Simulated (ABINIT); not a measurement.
# Quasiparticle gap of GaAs (F-43m) in ABINIT

How does a plane-wave GW calculation on GaAs (F-43m) run from the first input to the gap?

Main program and level: ABINIT 10.8.3; PBE and many-body steps on it, plane waves.

**Experimental background.**

- Gap 1.51 eV: band-edge emission energy from PL (direct gap at Gamma); photoluminescence, 633 nm excitation; 77 K; bulk crystal (MBE GaAs matrix around a thin InAs wetting layer on semi-insulating GaAs (100)) (“Photoluminescence of InAs/GaAs quantum dots under direct two-photon excitation”, 2020, pmc:7331710).

- Gap 1.418 ± 0.005 eV: direct gap E0 at Gamma from PR; modulated photoreflectance, low-field lineshape fit; 300 K; bulk crystal (semi-insulating GaAs(001) reference substrate) (“Evidence of valence band perturbations in GaAsN/GaAs(001): A combined variable-angle spectroscopic ellipsometry and modulated photoreflectance investigation”, 2008, arxiv:0805.2212).

- Gap 1.42 eV: fundamental direct gap E0 at Gamma, seen as sharp points in Psi and Delta; spectroscopic ellipsometry; 300 K; bulk crystal (semi-insulating GaAs (100) substrate) (“Ellipsometric study of the Electronic Structure of GaMnAs and LT-GaAs”, 2004, arxiv:cond-mat/0404304).

- Gap 1.412 ± 0.01 eV: direct gap E0 at Gamma from ellipsometry; variable-angle spectroscopic ellipsometry, parametric critical-point fit; 300 K; bulk crystal (semi-insulating GaAs(001) reference substrate with native oxide) (“Evidence of valence band perturbations in GaAsN/GaAs(001): A combined variable-angle spectroscopic ellipsometry and modulated photoreflectance investigation”, 2008, arxiv:0805.2212).

Report form: the programs' logs are mostly left out.

## (1) The structure

Symmetry: F-43m, No. 216, cubic system. The conventional cell has a = 5.654 Å, b = 5.654 Å, c = 5.654 Å, α = 90.00°, β = 90.00°, γ = 90.00°. Nearest to Ga lie 4 As at 2.45 Å. Nearest to As lie 4 Ga at 2.45 Å. Farther neighbours are not listed.

Structure file:

```cif
data_structure
_symmetry_space_group_name_H-M 'F-43m'
_symmetry_Int_Tables_number 216
_cell_length_a 5.6537
_cell_length_b 5.6537
_cell_length_c 5.6537
_cell_angle_alpha 90.000
_cell_angle_beta 90.000
_cell_angle_gamma 90.000
_cell_volume 180.72
loop_
_atom_site_label
_atom_site_type_symbol
_atom_site_symmetry_multiplicity
_atom_site_Wyckoff_symbol
_atom_site_fract_x
_atom_site_fract_y
_atom_site_fract_z
_atom_site_occupancy
Ga1 Ga 4 a 0.00000 0.00000 0.00000 1
As1 As 4 d 0.25000 0.25000 0.75000 1
```

The cell and positions come from the Crystallography Open Database and are kept as given unless a step says otherwise.

## (2) Ground state

This step: ABINIT 10.8.3; DFT, PBE, plane waves, norm-conserving pseudopotentials.

The ground-state density comes first.

run.abi reads:

```
acell 3*1.0 Angstrom
rprim 
  0.000000000000 2.826850000000 2.826850000000
  2.826850000000 0.000000000000 2.826850000000
  2.826850000000 2.826850000000 -0.000000000000
ntypat 2
znucl 31 33
natom 2
typat 1 2
xred 
  0.000000000000 0.000000000000 0.000000000000
  0.250000000000 0.250000000000 0.250000000000
pp_dirpath "pseudos"
pseudos "Ga.upf, As.upf"
ecut 45
ngkpt 6 6 6
nshiftk 1
shiftk 0 0 0
kptopt 1
chksymbreak 0
nband 27
occopt 1
tolvrs 1e-10
nstep 60
prtwf 0
optforces 0
optstress 0
indata_prefix "in"
outdata_prefix "out"
tmpdata_prefix "tmp"
```

On the command line:

```bash
$ OMP_NUM_THREADS=1 mpirun -n 4 abinit run.abi > log
```

Elapsed: 23 s, on 4 MPI ranks of Intel Xeon Platinum 8488C (Sapphire Rapids), shared host; peak memory 0.39 GiB; 91 s of CPU time.

This step gave:

```yaml
total_energy: -15063.8764 eV
gap: 0.5078 eV
k_of_the_valence_top: 0, 0, 0
k_of_the_conduction_bottom: 0, 0, 0
least_direct_gap: 0.5078 eV
```

The gap is direct, at Γ.

## (3) Bands along the symmetry lines

Levels along a band path, at the cheap level, show where the edges lie and whether the meshes to come will hold them.

run.abi reads:

```
acell 3*1.0 Angstrom
rprim 
  0.000000000000 2.826850000000 2.826850000000
  2.826850000000 0.000000000000 2.826850000000
  2.826850000000 2.826850000000 -0.000000000000
ntypat 2
znucl 31 33
natom 2
typat 1 2
xred 
  0.000000000000 0.000000000000 0.000000000000
  0.250000000000 0.250000000000 0.250000000000
pp_dirpath "pseudos"
pseudos "Ga.upf, As.upf"
ecut 45
iscf -2
irdden 1
kptopt 0
nkpt 50
kpt 
  0.00000000 0.00000000 0.00000000
  -0.06250000 -0.06250000 0.00000000
  -0.12500000 -0.12500000 0.00000000
  -0.18750000 -0.18750000 0.00000000
  -0.25000000 -0.25000000 0.00000000
  -0.31250000 -0.31250000 0.00000000
  -0.37500000 -0.37500000 0.00000000
  -0.43750000 -0.43750000 0.00000000
  -0.50000000 -0.50000000 0.00000000
  -0.48437500 -0.48437500 0.03125000
  -0.46875000 -0.46875000 0.06250000
  -0.45312500 -0.45312500 0.09375000
  -0.43750000 -0.43750000 0.12500000
  -0.42187500 -0.42187500 0.15625000
  -0.40625000 -0.40625000 0.18750000
  -0.39062500 -0.39062500 0.21875000
  -0.37500000 -0.37500000 0.25000000
  -0.37500000 0.00000000 0.37500000
  -0.32812500 0.00000000 0.32812500
  -0.28125000 0.00000000 0.28125000
  -0.23437500 0.00000000 0.23437500
  -0.18750000 0.00000000 0.18750000
  -0.14062500 0.00000000 0.14062500
  -0.09375000 0.00000000 0.09375000
  -0.04687500 0.00000000 0.04687500
  0.00000000 0.00000000 0.00000000
  0.00000000 0.00000000 0.06250000
  0.00000000 0.00000000 0.12500000
  0.00000000 0.00000000 0.18750000
  0.00000000 0.00000000 0.25000000
  0.00000000 0.00000000 0.31250000
  0.00000000 0.00000000 0.37500000
  0.00000000 0.00000000 0.43750000
  -0.00000000 -0.00000000 0.50000000
  -0.06250000 -0.03125000 0.46875000
  -0.12500000 -0.06250000 0.43750000
  -0.18750000 -0.09375000 0.40625000
  -0.25000000 -0.12500000 0.37500000
  -0.31250000 -0.15625000 0.34375000
  -0.37500000 -0.18750000 0.31250000
  -0.43750000 -0.21875000 0.28125000
  -0.50000000 -0.25000000 0.25000000
  -0.50000000 -0.28125000 0.21875000
  -0.50000000 -0.31250000 0.18750000
  -0.50000000 -0.34375000 0.15625000
  -0.50000000 -0.37500000 0.12500000
  -0.50000000 -0.40625000 0.09375000
  -0.50000000 -0.43750000 0.06250000
  -0.50000000 -0.46875000 0.03125000
  -0.50000000 -0.50000000 0.00000000
istwfk *1
nband 29
nbdbuf 2
tolwfr 1e-08
nstep 40
prtwf 0
prtvol 0
indata_prefix "in"
outdata_prefix "out"
tmpdata_prefix "tmp"
```

The job ended after 26 s (4 MPI ranks; peak memory 0.4 GiB; 1.7 min of CPU time).

This step gave:

| Property | Result |
| --- | --- |
| gap | 0.5078 eV |
| k of the valence top | 0, 0, 0 |
| k of the conduction bottom | 0, 0, 0 |
| least direct gap | 0.5078 eV |

The gap is 0.508 eV, as in the run before at this level.

The electronic bands at the labelled points (eV, zero at the top of the highest filled band):

| point | band 19 | band 20 | band 21 | band 22 | band 23 | band 24 | band 25 | band 26 |
| --- | --- | --- | --- | --- | --- | --- | --- | --- |
| Γ | -12.73 | 0.00 | 0.00 | 0.00 | 0.51 | 3.74 | 3.74 | 3.74 |
| halfway | -11.80 | -4.09 | -1.69 | -1.69 | 1.99 | 3.27 | 6.62 | 6.62 |
| X | -10.23 | -6.82 | -2.68 | -2.68 | 1.47 | 1.66 | 10.18 | 10.18 |
| halfway | -10.22 | -6.77 | -3.20 | -2.57 | 1.66 | 2.57 | 9.21 | 9.43 |
| U | -10.27 | -6.63 | -3.86 | -2.26 | 1.97 | 4.64 | 7.96 | 8.07 |
| jump to K | -10.27 | -6.63 | -3.86 | -2.26 | 1.97 | 4.64 | 7.96 | 8.07 |
| halfway | -11.72 | -4.56 | -2.44 | -0.68 | 2.68 | 4.77 | 4.81 | 5.65 |
| Γ | -12.73 | 0.00 | 0.00 | 0.00 | 0.51 | 3.74 | 3.74 | 3.74 |
| halfway | -12.04 | -4.14 | -0.68 | -0.68 | 1.45 | 4.60 | 4.60 | 5.96 |
| L | -10.97 | -6.64 | -1.14 | -1.14 | 1.00 | 4.65 | 4.65 | 7.76 |
| halfway | -10.63 | -6.49 | -3.22 | -1.94 | 3.03 | 4.18 | 6.35 | 7.70 |
| W | -10.17 | -6.63 | -3.53 | -3.34 | 4.62 | 4.73 | 5.42 | 6.05 |
| halfway | -10.20 | -6.73 | -3.14 | -3.04 | 2.56 | 2.76 | 8.15 | 8.36 |
| X | -10.23 | -6.82 | -2.68 | -2.68 | 1.47 | 1.66 | 10.18 | 10.18 |

## (4) Empty states on the mesh, 4×4×4 mesh, 103 bands

The sums over transitions need many empty states on a uniform mesh; this step solves for them.

run.abi reads:

```
acell 3*1.0 Angstrom
rprim 
  0.000000000000 2.826850000000 2.826850000000
  2.826850000000 0.000000000000 2.826850000000
  2.826850000000 2.826850000000 -0.000000000000
ntypat 2
znucl 31 33
natom 2
typat 1 2
xred 
  0.000000000000 0.000000000000 0.000000000000
  0.250000000000 0.250000000000 0.250000000000
pp_dirpath "pseudos"
pseudos "Ga.upf, As.upf"
ecut 45
ngkpt 4 4 4
nshiftk 1
shiftk 0 0 0
kptopt 1
chksymbreak 0
iscf -2
irdden 1
istwfk *1
nband 103
nbdbuf 8
tolwfr 1e-09
nstep 60
prtvol 0
indata_prefix "in"
outdata_prefix "out"
tmpdata_prefix "tmp"
```

Wall time 26 s (4 MPI ranks); peak memory 0.38 GiB.

This step gave:

| Quantity | Value |
| --- | --- |
| gap | 0.5078 eV |
| k of the valence top | 0, 0, 0 |
| k of the conduction bottom | 0, 0, 0 |
| least direct gap | 0.5078 eV |
| k points computed | 8 |
| lowest point of the top converged band, above the valence top | 70.7099 eV |

On this mesh the gap is 0.508 eV.

## (5) Screening, 4×4×4 mesh, 95 bands, screening to 136.1 eV

The RPA dielectric matrix is built and inverted for each q.

This step: RPA screening on PBE, plane waves, norm-conserving pseudopotentials.

Changes to run.abi since step 4:

```diff
@@ -20,10 +20,11 @@
 chksymbreak 0
-iscf -2
-irdden 1
 istwfk *1
-nband 103
-nbdbuf 8
-tolwfr 1e-09
-nstep 60
-prtvol 0
+occopt 1
+irdwfk 1
+optdriver 3
+nband 95
+ecuteps 5
+inclvkb 2
+awtr 1
+symchi 1
 indata_prefix "in"
```

The job ended after 38 s (4 MPI ranks; peak memory 1.1 GiB; 2.5 min of CPU time).

Numbers from this step:

```yaml
eps_infinity_with_local_fields_on_this_mesh_along_the_program_s_q_direction: 140.4
the_same_without_local_fields: 149.6
plasma_frequency: 36.65 eV
plane_waves_in_the_screening_matrix: 169
```

Local fields lower ε∞ by 6 %. The value itself is an artefact of the mesh, where one narrow direct gap carries too much weight.

## (6) Self-energy, 4×4×4 mesh, 95 bands, screening to 136.1 eV

The self-energy is evaluated for the states that the input lists, and the levels follow from it, in one-shot runs by the linearised quasiparticle equation.

This step: G0W0 on PBE, plane waves, norm-conserving pseudopotentials.

Changes to run.abi since step 5:

```diff
@@ -23,8 +23,15 @@
 irdwfk 1
-optdriver 3
+optdriver 4
 nband 95
+gwcalctyp 0
+ecutsigx 45
+symsigma 1
+nkptgw 1
+kptgw 
+  0.0000000000 0.0000000000 0.0000000000
+bdgw 
+  20 26
 ecuteps 5
-inclvkb 2
-awtr 1
-symchi 1
+irdscr 1
+ppmodel 1
 indata_prefix "in"
```

Elapsed: 5.4 s, on 4 MPI ranks; peak memory 0.78 GiB.

Numbers from this step:

```yaml
g0w0_gap_on_the_points_computed: 1.150 eV
starting_gap_on_the_mesh: 0.5078 eV
k_of_the_valence_top: 0, 0, 0
k_of_the_conduction_bottom: 0, 0, 0
z_at_the_valence_top: 0.798
z_at_the_conduction_bottom: 0.802
least_direct_g0w0_gap_on_the_computed_points: 1.150 eV
```

The gap on the mesh goes from 0.51 eV to 1.15 eV, a correction of +0.64 eV.

Limits: finite bands, cutoff and mesh; no spin-orbit coupling; coarse k mesh. v1 is the top filled band, c1 the lowest empty one. Levels before and after the correction, in eV, zero at the valence-band top of each column:

|  | conduction bottom | valence top |
| --- | --- | --- |
| Kohn-Sham | 0.51 | 0.00 |
| G0W0 | 1.15 | 0.00 |

|  | level | energy (eV) |
| --- | --- | --- |
| Kohn-Sham | Γ v3-v1 | 0.000 |
| Kohn-Sham | Γ c1 | 0.508 |
| Kohn-Sham | Γ c2-c4 | 3.737 |
| G0W0 | Γ v3-v1 | 0.000 |
| G0W0 | Γ c1 | 1.150 |
| G0W0 | Γ c2-c4 | 4.253 |

## (7) Where the time went

Times are wall times on 4 MPI ranks of Intel Xeon Platinum 8488C (Sapphire Rapids), shared host, good to a factor of about two.

| step | time | share | memory (GiB) |
| --- | --- | --- | --- |
| ground state | 23 s | 19 % | 0.39 |
| bands along the symmetry lines | 26 s | 22 % | 0.4 |
| empty states on the mesh | 26 s | 22 % | 0.38 |
| screening | 38 s | 32 % | 1.1 |
| self-energy | 5.4 s | 5 % | 0.78 |

## (8) Outcome

```json
{
  "PBE gap": "0.51 eV, direct",
  "G0W0 gap on the mesh": "1.15 eV",
  "GW settings": "4×4×4 mesh, 95 bands, screening to 136.1 eV, Godby-Needs plasmon pole",
  "known limits": "not at the basis limit; screening runs away on this mesh; no spin-orbit coupling; coarse k mesh"
}
```

G0W0 moves the gap on the mesh from 0.51 eV to 1.15 eV (+0.64 eV), with Z of 0.80 and 0.80 at the edges. Local fields lower the RPA ε∞ on this mesh from 149.56 to 140.44; a Γ-centred mesh this coarse tends to raise both, most where the direct gap is narrow, while a short band sum lowers them. Only 1 of the mesh's irreducible points was corrected, so a valley elsewhere could overtake. Against experiment, by G0W0@PBE: the direct gap of 1.15 eV lies −0.36 eV from the measured 1.51 eV (exciton, 77 K, 2020); the direct gap of 1.15 eV lies −0.27 eV from the measured 1.418 ± 0.005 eV (direct, 300 K, 2008); the direct gap of 1.15 eV lies −0.27 eV from the measured 1.42 eV (direct, 300 K, 2004); the direct gap of 1.15 eV lies −0.26 eV from the measured 1.412 ± 0.01 eV (direct, 300 K, 2008). An exciton line or allowed optical edge lies below the quasiparticle gap by the binding energy; a forbidden edge can push the onset above it. The calculation has static nuclei and no excitons; a measured gap holds zero-point and thermal motion, which mostly lowers it. Bands and cutoff are finite, so the gap is not at the basis limit. The miss can reach some tenths of an eV and take either sign; the mesh is an error of its own. In the G0W0 run levels were corrected at 1 k point alone, so a gap called «on the mesh» is the least over those, and an edge elsewhere would be missed. The 4×4×4 mesh is coarse for this cell, which bears on the long-range parts of exchange and screening. On this mesh the RPA ε∞ passes 90, more than nearly any semiconductor shows; a coarse mesh does this where one point with a narrow direct gap carries much weight. The screening is then too strong, and the G0W0 gap should not be taken as the material's. The many-body steps are scalar-relativistic: spin-orbit coupling is not in them.

[Paths, hosts, dates, memory and timing lines, banners, echoed tables and standing remarks are left out of the program output.]

[Logs are printed without paths, hosts, clocks, repeated set-up lines and the standing remarks that a program may print on its own settings, such as how far it seeks lower states.]

[Runs of the session that timed out or met a known fault of the program may be left out.]

[Hosts, paths, dates, database ids (printed as entryN), source tags and the programs' standing remarks are cut or masked in the printed files.]

[G0W0 gaps are taken among the corrected bands and points alone; a level outside them can change the order at an edge.]

[Where Ansatz stands beside ABINIT at settings called matched, ABINIT's density can come from a denser mesh and the files from another edition; pairs whose starting gaps differed by over 0.03 eV were left out, so agreement reads better than it is.]
